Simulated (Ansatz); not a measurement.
**A strain series on KF (rocksalt): epitaxial in the xy plane**

KF (rocksalt), relaxed with r2SCAN in Ansatz, then strained (epitaxial in the xy plane; changes of length per length, axes as in the cell below) with the atoms relaxed again within the symmetry that is left. The symmetry is Fm-3m (No. 225, cubic); a = 5.318 Å in the conventional setting, 18.80 Å³ an atom. Around K lie 6 F at 2.66 Å; around F lie 6 K at 2.66 Å. Calculated for a static, non-magnetic cell.

```
CELL_PARAMETERS angstrom
0.00000 2.65896 2.65896
2.65896 0.00000 2.65896
2.65896 2.65896 0.00000
ATOMIC_POSITIONS crystal
K 0.00000 0.00000 0.00000
F 0.50000 0.50000 0.50000
```

Gaps are the least over each mesh (PBE 8×8×8, r2SCAN 8×8×8, HSE06 6×6×6 when unstrained) and the special points, which keep their unstrained names; stress is the change from the unstrained cell, compression positive.

```tsv
strain (%)	free normal strain (%)	gap, PBE (eV)	gap, r2SCAN (eV)	gap, HSE06 (eV)	edges, HSE06	in-plane stress, r2SCAN (GPa)	energy rise, r2SCAN (meV/atom)
-4.0	+1.61	6.562	7.214	8.596	Γ	+4.66	19.5
0.0	0.00	6.259	6.908	8.263	Γ	0.00	0.0
+0.42	-0.21	6.219	6.867	8.221	Γ	-0.34	0.2
```

Q: Estimate the row for a strain of -1.53 %.

A:
```tsv
strain (%)	free normal strain (%)	gap, PBE (eV)	gap, r2SCAN (eV)	gap, HSE06 (eV)	edges, HSE06	in-plane stress, r2SCAN (GPa)	energy rise, r2SCAN (meV/atom)
-1.53	+0.58	6.381	7.031	8.396	Γ	+1.48	2.6
```

Between zero and the nearest strains the slope of the HSE06 gap against strain is -0.087 eV per percent for negative and -0.100 for positive strain.

The meshes of the hybrids are coarse, so their gaps aren't converged to the digits shown.
